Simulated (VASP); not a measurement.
# CoSi2 (Fm-3m) in VASP: further runs

One crystal, CoSi2, is run at these levels: r2SCAN+rVV10; tasks: relaxation of cell and atoms, electrostatic potential.

Everything below comes from runs of VASP 6.6.1. Logs are shortened: lines on timing, memory, paths and dates and some standing lists are left out, and cuts for length are marked.

### Step 1. The crystal as given

It takes space group Fm-3m (No. 225, cubic). The conventional cell has a = 5.320 Å, b = 5.320 Å, c = 5.320 Å, α = 90.00°, β = 90.00°, γ = 90.00°. Co (site symmetry m-3m) has 8 Si at 2.30 Å as nearest neighbours. Si (site symmetry -43m) is surrounded by 4 Co at 2.30 Å.

The cell was built by a generator and needn't be a form met in nature.

### Step 2. Relaxation of cell and atoms, r2SCAN+rVV10

INCAR reads:

```
SYSTEM = CoSi2
ALGO = Normal
BPARAM = 11.95
CPARAM = 0.0093
EDIFF = 1E-6
EDIFFG = -0.005
ENCUT = 600
IBRION = 2
ISIF = 3
ISMEAR = 1
IVDW_NL = 2
LASPH = .True.
LCHARG = .False.
LMIXTAU = .True.
LREAL = .False.
LUSE_VDW = .True.
LWAVE = .False.
METAGGA = R2SCAN
NELM = 120
NSW = 60
PREC = Accurate
SIGMA = 0.1
```

KPOINTS reads:

```
k-points
0
Gamma
  14 14 14
  0 0 0
```

POSCAR reads:

```
CoSi2
1.0
    0.0000000000      2.6600000000      2.6600000000
    2.6600000000      0.0000000000      2.6600000000
    2.6600000000      2.6600000000      0.0000000000
Co Si
1 2
Direct
    0.0000000000      0.0000000000      0.0000000000
    0.2500000000      0.2500000000      0.2500000000
    0.7500000000      0.7500000000      0.7500000000
```

Potentials or basis: VASP PAW PBE potentials, release 64 (Co, Si).

On the command line:

```
$ cat potpaw_PBE.64/Co/POTCAR potpaw_PBE.64/Si/POTCAR > POTCAR
$ mpirun -np 1 vasp_std > vasp.out
```

OUTCAR:

```text
SYSTEM = CoSi2
   BPARAM = 11.95
   EDIFF = 1E-6
   EDIFFG = -0.005
   ENCUT = 600
   IBRION = 2
   ISIF = 3
   ISMEAR = 1
   IVDW_NL = 2
   LASPH = .True.
   LREAL = .False.
   METAGGA = R2SCAN
   NELM = 120
   NSW = 60
   PREC = Accurate

 ion  position               nearest neighbor table
   1  0.000  0.000  0.000-   3 2.30   3 2.30   3 2.30   2 2.30   3 2.30   2 2.30   2 2.30   2 2.30

   2  0.250  0.250  0.250-   1 2.30   1 2.30   1 2.30   1 2.30   3 2.66   3 2.66   3 2.66   3 2.66
                             3 2.66   3 2.66
   3  0.750  0.750  0.750-   1 2.30   1 2.30   1 2.30   1 2.30   2 2.66   2 2.66   2 2.66   2 2.66
                             2 2.66   2 2.66

  LATTYP: Found a face centered cubic cell.
 ALAT       =     5.3200000000

  Lattice vectors:

 A1 = (   0.0000000000,   2.6600000000,   2.6600000000)
 A2 = (   2.6600000000,   0.0000000000,   2.6600000000)
 A3 = (   2.6600000000,   2.6600000000,   0.0000000000)

Analysis of symmetry for initial positions (statically):
=====================================================================
 Subroutine PRICEL returns:
 Original cell was already a primitive cell.

 Routine SETGRP: Setting up the symmetry group for a
 face centered cubic supercell.

 Subroutine GETGRP returns: Found 48 space group operations
 (whereof 48 operations were pure point group operations)
 out of a pool of 48 trial point group operations.

The static configuration has the point symmetry O_h .

Analysis of symmetry for dynamics (positions and initial velocities):
=====================================================================
 Subroutine PRICEL returns:
 Original cell was already a primitive cell.

 Routine SETGRP: Setting up the symmetry group for a
 face centered cubic supercell.

 Subroutine GETGRP returns: Found 48 space group operations
 (whereof 48 operations were pure point group operations)
 out of a pool of 48 trial point group operations.

The dynamic configuration has the point symmetry O_h .

 Subroutine INISYM returns: Found 48 space group operations
 (whereof 48 operations are pure point group operations),
 and found     1 'primitive' translations

----------------------------------------------------------------------------------------

                                     Primitive cell

  volume of cell :      37.6422

  direct lattice vectors                    reciprocal lattice vectors
     0.000000000  2.660000000  2.660000000    -0.187969925  0.187969925  0.187969925
     2.660000000  0.000000000  2.660000000     0.187969925 -0.187969925  0.187969925
     2.660000000  2.660000000  0.000000000     0.187969925  0.187969925 -0.187969925

  length of vectors
     3.761808076  3.761808076  3.761808076     0.325573460  0.325573460  0.325573460

  position of ions in fractional coordinates (direct lattice)
     0.000000000  0.000000000  0.000000000
     0.250000000  0.250000000  0.250000000
     0.750000000  0.750000000  0.750000000

  ion indices of the primitive-cell ions
   primitive index   ion index
                 1           1
                 2           2
                 3           3

----------------------------------------------------------------------------------------

 KPOINTS: k-points

Automatic generation of k-mesh.
 Grid dimensions read from file:
 generate k-points for:   14   14   14

 Generating k-lattice:

  Cartesian coordinates                     Fractional coordinates (reciprocal lattice)
    -0.013426423  0.013426423  0.013426423     0.071428571  0.000000000  0.000000000
     0.013426423 -0.013426423  0.013426423     0.000000000  0.071428571  0.000000000
     0.013426423  0.013426423 -0.013426423     0.000000000  0.000000000  0.071428571

  Length of vectors
     0.023255247  0.023255247  0.023255247

  Shift w.r.t. Gamma in fractional coordinates (k-lattice)
     0.000000000  0.000000000  0.000000000

 Subroutine IBZKPT returns following result:
 ===========================================

 Found    104 irreducible k-points:

 Following reciprocal coordinates:
            Coordinates               Weight
  0.000000  0.000000  0.000000      1.000000
  0.071429  0.000000  0.000000      8.000000
  0.142857  0.000000  0.000000      8.000000
  0.214286  0.000000  0.000000      8.000000
  0.285714  0.000000  0.000000      8.000000
  0.357143  0.000000  0.000000      8.000000
[... 16 lines left out ...]
  0.214286  0.142857  0.000000     24.000000
  0.285714  0.142857  0.000000     24.000000
 [... further k-points ...]
   k-points           NKPTS =    104   k-points in BZ     NKDIM =    104   number of bands    NBANDS=     12
   number of dos      NEDOS =    301   number of ions     NIONS =      3
   total plane-waves  NPLWV =  27000
   dimension x,y,z NGX =    30 NGY =   30 NGZ =   30
   dimension x,y,z NGXF=    60 NGYF=   60 NGZF=   60
   ions per type =               1   2
   NGX,Y,Z   is equivalent  to a cutoff of  13.26, 13.26, 13.26 a.u.
   NGXF,Y,Z  is equivalent  to a cutoff of  26.52, 26.52, 26.52 a.u.
 SYSTEM =  CoSi2
   PREC   = accura    normal or accurate (medium, high low for compatibility)
   ISTART =      0    job   : 0-new  1-cont  2-samecut
   ICHARG =      2    charge: 1-file 2-atom 10-const
   ISPIN  =      1    spin polarized calculation?
   LNONCOLLINEAR =      F non collinear calculations
   LSORBIT =      F    spin-orbit coupling
   LASPH  =      T    aspherical Exc in radial PAW
   ENCUT  =  600.0 eV  44.10 Ry    6.64 a.u.   7.51  7.51  7.51*2*pi/ulx,y,z
   NELM   =    120;   NELMIN=  2; NELMDL= -5     # of ELM steps
   EDIFF  = 0.1E-05   stopping-criterion for ELM
   LREAL  =      F    real-space projection
   EDIFFG = -.5E-02   stopping-criterion for IOM
   NSW    =     60    number of steps for IOM
   IBRION =      2    ionic relax: 0-MD 1-quasi-New 2-CG
   NFREE  =      1    steps in history (QN), initial steepest desc. (CG)
   ISIF   =      3    stress and relaxation
   ISYM   =      2    0-nonsym 1-usesym 2-fastsym
   POTIM  = 0.5000    time-step for ionic-motion
   TEBEG  =    0.0;   TEEND  =   0.0 temperature during run
   PSTRESS=    0.0 pullay stress
   NELECT =      17.0000    total number of electrons
   NUPDOWN=      -1.0000    fix difference up-down
   EMIN   =  10.00;   EMAX   =-10.00  energy-range for DOS
   EFERMI =   0.00;   METHOD = LEGACY
   ISMEAR =     1;   SIGMA  =   0.10  broadening in eV -4-tet -1-fermi 0-gaus
   EFERMI_NEDOS =   21; number of points for ismear=-14 and -15
   IALGO  =     38    algorithm
   IMIX   =      4    mixing-type and parameters
     AMIX     =   0.40;   BMIX     =  1.00
     AMIX_MAG =   1.60;   BMIX_MAG =  1.00
  volume/ion in A,a.u.               =      12.55        84.67
  Fermi-wavevector in a.u.,A,eV,Ry     =   1.256029  2.373550 21.464655  1.577608
  Thomas-Fermi vector in A             =   2.389756
   LORBIT       =      0    0 simple, 1 ext, 2 COOP (PROOUT), +10 PAW based schemes
   METAGGA = R2SCAN    functional components
   LHFCALC =     F    Hartree Fock is set to
   AEXX    =    0.0000 exact exchange contribution
   IVDW_NL    =     2    kernel type
   BPARAM     =11.9500
   IVDW    =     0    specifies the selected vdW correction
   LEPSILON=     F    determine dielectric tensor
   LRPA    =     F    only Hartree local field effects (RPA)
 conjugate gradient relaxation of ions
 non-spin polarized calculation
 Methfessel and Paxton  Order N= 1 SIGMA  =   0.10
  energy-cutoff  :      600.00
  volume of cell :       37.64
 maximum number of plane-waves:      1283
   NGX = 15   NGY = 15   NGZ = 15

--------------------------------------- Ionic step        1  -------------------------------------------

 number of electron      17.0000002 magnetization

 Free energy of the ion-electron system (eV)
  ---------------------------------------------------
  ext. energy  EPLUGINS =         0.00000000
  ---------------------------------------------------
  free energy    TOTEN  =       -31.71206409 eV

  energy without entropy =      -31.71147655  energy(sigma->0) =      -31.71186825

------------------------ aborting loop because EDIFF is reached ----------------------------------------

  FORCE on cell =-STRESS in cart. coord.  units (eV):
  Direction    XX          YY          ZZ          XY          YZ          ZX
  --------------------------------------------------------------------------------------
  -------------------------------------------------------------------------------------
  Total       -0.3443015     -0.3443015     -0.3443015      0.0000000      0.0000000     -0.0000000
  in kB      -14.6546189    -14.6546189    -14.6546189      0.0000000      0.0000000     -0.0000000
  external PRESSURE =     -14.6546189 kB  Pullay stress =       0.0000000 kB
[... 59 lines left out ...]
  energy  without entropy=      -31.7108283447  energy(sigma->0) =      -31.71122929

--------------------------------------- Ionic step        3  -------------------------------------------

 number of electron      17.0000000 magnetization

 Free energy of the ion-electron system (eV)
  ---------------------------------------------------
  ext. energy  EPLUGINS =         0.00000000
  ---------------------------------------------------
  free energy    TOTEN  =       -31.71339283 eV

  energy without entropy =      -31.71279931  energy(sigma->0) =      -31.71319499

 E-fermi :  10.3823     XC(G=0): -12.7021

 val. band max:       10.3754785074   @ k =  -0.2857   0.2143   0.0714
 cond. band min:      10.3849430011   @ k =   0.3571   0.0714   0.0000
 fundamental gap:      0.0094644936
 Fermi energy:        10.3823103778

 k-point     1 :       0.0000    0.0000    0.0000
  band No.  band energies     occupation
      1      -3.6476      2.00000
      2       5.9822      2.00000
      3       5.9822      2.00000
      4       5.9822      2.00000
      5       8.2579      2.00000
      6       8.2579      2.00000
      7      11.9233     -0.00000
      8      13.9631      0.00000
      9      13.9631      0.00000
     10      13.9632      0.00000
     11      14.1101      0.00000
     12      14.1101      0.00000
[... 331 lines left out ...]
 k-point    24 :       0.2857    0.1429    0.0000
  band No.  band energies     occupation
      1      -2.4403      2.00000
      2       4.1919      2.00000
      3       6.1200      2.00000
      4       6.2147      2.00000
      5       7.3885      2.00000
      6       8.4597      2.00000
      7       9.4389      2.00000
      8      10.4947     -0.06734
      9      11.1927     -0.00000
     10      12.7328      0.00000
     11      14.8977      0.00000
     12      15.8132      0.00000

 [... further k-points ...]

------------------------ aborting loop because EDIFF is reached ----------------------------------------

  FORCE on cell =-STRESS in cart. coord.  units (eV):
  Direction    XX          YY          ZZ          XY          YZ          ZX
  --------------------------------------------------------------------------------------
  -------------------------------------------------------------------------------------
  Total        0.0023737      0.0023737      0.0023737     -0.0000000      0.0000000     -0.0000000
  in kB        0.1018005      0.1018005      0.1018005     -0.0000000      0.0000000     -0.0000000
  external PRESSURE =       0.1018005 kB  Pullay stress =       0.0000000 kB
[... 18 lines left out ...]
  FREE ENERGIE OF THE ION-ELECTRON SYSTEM (eV)
  ---------------------------------------------------
  free  energy   TOTEN  =       -31.7133928268 eV

  energy  without entropy=      -31.7127993109  energy(sigma->0) =      -31.71319499

 reached required accuracy - stopping structural energy minimisation
```

It took 6 min on 1 thread of Intel Xeon 6975P-C (Granite Rapids), shared host; peak memory 0.33 GiB.

Results:

- Free energy: -31.7134 eV
- Relaxed volume: 12.45 Å³/atom
- Relaxed cell: a = 3.752 Å, b = 3.752 Å, c = 3.752 Å, α = 60.00°, β = 60.00°, γ = 60.00°
- Space group after relaxing (to 0.05 Å): Fm-3m (No. 225)
- Energy gained by relaxing: 0.4 meV/atom
- Ionic steps: 3
- Pressure after relaxing: 0.0 GPa
- Band gap on the k mesh: none (metal or under the smearing width)

The path:
```
step  energy change (eV)  largest force (eV/Å)  pressure (GPa)  volume (Å³)
   1              0.0000                0.0000           -1.47        37.64
   2              0.0006                0.0000            1.87        37.02
   3             -0.0013                0.0000            0.01        37.36
```

Final structure:
```
CELL_PARAMETERS angstrom
0.00000 2.65331 2.65331
2.65331 0.00000 2.65331
2.65331 2.65331 0.00000
ATOMIC_POSITIONS crystal
Co 0.00000 0.00000 0.00000
Si 0.25000 0.25000 0.25000
Si 0.75000 0.75000 0.75000
```

Caveat: the PAW data sets were made with another functional, which shifts forces and pressure a little.

### Step 3. Electrostatic potential, r2SCAN+rVV10

This run uses another cell than the first one, of 12.45 Å³/atom, 0.992 times its volume.

INCAR reads:

```
SYSTEM = CoSi2
  PREC = Accurate
  ENCUT = 520
  EDIFF = 1E-6
  ISMEAR = 1
  SIGMA = 0.1
  LREAL = .FALSE.
  LASPH = .TRUE.
  NELM = 120
  ALGO = Normal
  ISIF = 2
  LWAVE = .FALSE.
  LCHARG = .TRUE.
  METAGGA = R2SCAN
  LMIXTAU = .TRUE.
  LUSE_VDW = .TRUE.
  IVDW_NL = 2
  BPARAM = 11.95
  CPARAM = 0.0093
  LVHAR = .TRUE.
```

KPOINTS reads:

```
regular mesh
0
G
  14 14 14
  0 0 0
```

POSCAR reads:

```
CoSi2                                   
1.0
    0.0000000000      2.6533063990      2.6533063990
    2.6533063990      0.0000000000      2.6533063990
    2.6533063990      2.6533063990     -0.0000000000
  Co              Si            
     1     2
Direct
     0.0000000000000000    0.0000000000000000    0.0000000000000000
     0.2500000000000000    0.2500000000000000    0.2500000000000000
     0.7500000000000000    0.7500000000000000    0.7500000000000000
```

Potentials or basis: VASP PAW PBE potentials, release 64 (Co, Si).

On the command line:

```
$ cat potpaw_PBE.64/Co/POTCAR potpaw_PBE.64/Si/POTCAR > POTCAR
$ mpirun -np 1 vasp_std > vasp.out
```

OUTCAR:

```text
SYSTEM = CoSi2
   PREC = Accurate
   ENCUT = 520
   EDIFF = 1E-6
   ISMEAR = 1
   LREAL = .FALSE.
   LASPH = .TRUE.
   NELM = 120
   ISIF = 2
   METAGGA = R2SCAN
   IVDW_NL = 2
   BPARAM = 11.95

 ion  position               nearest neighbor table
   1  0.000  0.000  0.000-   3 2.30   3 2.30   3 2.30   2 2.30   3 2.30   2 2.30   2 2.30   2 2.30

   2  0.250  0.250  0.250-   1 2.30   1 2.30   1 2.30   1 2.30   3 2.65   3 2.65   3 2.65   3 2.65
                             3 2.65   3 2.65
   3  0.750  0.750  0.750-   1 2.30   1 2.30   1 2.30   1 2.30   2 2.65   2 2.65   2 2.65   2 2.65
                             2 2.65   2 2.65

  LATTYP: Found a face centered cubic cell.
 ALAT       =     5.3066127980

  Lattice vectors:

 A1 = (   0.0000000000,   2.6533063990,   2.6533063990)
 A2 = (   2.6533063990,   0.0000000000,   2.6533063990)
 A3 = (   2.6533063990,   2.6533063990,   0.0000000000)

Analysis of symmetry for initial positions (statically):
=====================================================================
 Subroutine PRICEL returns:
 Original cell was already a primitive cell.

 Routine SETGRP: Setting up the symmetry group for a
 face centered cubic supercell.
[... 188 lines left out ...]
      8      13.9631      0.00000
      9      13.9631      0.00000
     10      14.1103      0.00000
     11      14.1103      0.00000
     12      14.1103      0.00000
[... 331 lines left out ...]
 k-point    24 :       0.2857    0.1429    0.0000
  band No.  band energies     occupation
      1      -2.4403      2.00000
      2       4.1919      2.00000
      3       6.1201      2.00000
      4       6.2147      2.00000
      5       7.3886      2.00000
      6       8.4598      2.00000
      7       9.4390      2.00000
      8      10.4948     -0.06737
      9      11.1927     -0.00000
     10      12.7329      0.00000
     11      14.8978      0.00000
     12      15.8133      0.00000

 [... further k-points ...]

------------------------ aborting loop because EDIFF is reached ----------------------------------------

  FORCE on cell =-STRESS in cart. coord.  units (eV):
  Direction    XX          YY          ZZ          XY          YZ          ZX
  --------------------------------------------------------------------------------------
  -------------------------------------------------------------------------------------
  Total        0.0163172      0.0163172      0.0163172     -0.0000000     -0.0000000     -0.0000000
  in kB        0.6997849      0.6997849      0.6997849     -0.0000000     -0.0000000     -0.0000000
  external PRESSURE =       0.6997849 kB  Pullay stress =       0.0000000 kB

 VOLUME and BASIS-vectors are now :
 -----------------------------------------------------------------------------
  energy-cutoff  :      520.00
  volume of cell :       37.36
      direct lattice vectors                 reciprocal lattice vectors
     0.000000000  2.653306399  2.653306399    -0.188444124  0.188444124  0.188444124
     2.653306399  0.000000000  2.653306399     0.188444124 -0.188444124  0.188444124
     2.653306399  2.653306399  0.000000000     0.188444124  0.188444124 -0.188444124

 POSITION                                       TOTAL-FORCE (eV/Angst)
 -----------------------------------------------------------------------------------
      0.00000      0.00000      0.00000         0.000000      0.000000      0.000000
      1.32665      1.32665      1.32665         0.000000      0.000000      0.000000
      3.97996      3.97996      3.97996        -0.000000     -0.000000     -0.000000
 -----------------------------------------------------------------------------------
    total drift:                               -0.000000     -0.000000      0.000000

  FREE ENERGIE OF THE ION-ELECTRON SYSTEM (eV)
  ---------------------------------------------------
  free  energy   TOTEN  =       -31.7133900272 eV

  energy  without entropy=      -31.7127964013  energy(sigma->0) =      -31.71319215
```

stdout:

```text
POSCAR found type information on POSCAR CoSi
 POSCAR found :  2 types and       3 ions
 scaLAPACK will be used
 -----------------------------------------------------------------------------
|                                                                             |
|                                                                             |
|     You have switched on vdW-DFT.                                           |
[... 25 lines left out ...]
Total rVV10 correction in eV:      0.3018663    21.2954704
Total rVV10 correction in eV:      0.2802806    21.2954709
Total rVV10 correction in eV:      0.2922298    21.2954712
Total rVV10 correction in eV:      0.2932363    21.2954710
Total rVV10 correction in eV:      0.2931000    21.2954710
Total rVV10 correction in eV:      0.2935884    21.2954710
[... 8 lines left out ...]
Total rVV10 correction in eV:      0.2949191    21.2954710
Total rVV10 correction in eV:      0.2949172    21.2954710
```

Wall time 1.9 min (1 thread of Intel Xeon 6975P-C (Granite Rapids), shared host); peak memory 0.3 GiB.

Results:

- Free energy: -31.7134 eV
- Pressure: 0.1 GPa
- Band gap on the k mesh: none (metal or under the smearing width)

Levels at points of the mesh, in eV from the Fermi level:
```tsv
k point	band 6	band 7	band 8	band 9	band 10	band 11	band 12
(0.00, 0.00, 0.00)	-2.12	1.54	3.58	3.58	3.73	3.73	3.73
(0.50, 0.00, 0.00)	-1.77	-1.77	-0.57	-0.57	3.23	3.69	3.69
(0.50, 0.50, 0.00)	-2.11	-2.06	-2.06	-1.49	1.91	3.15	9.00
```

Caveat: the PAW data sets were made with another functional, which shifts forces and pressure a little. Spin polarisation is off, so any magnetic state and its effect on volume and gap are missing.
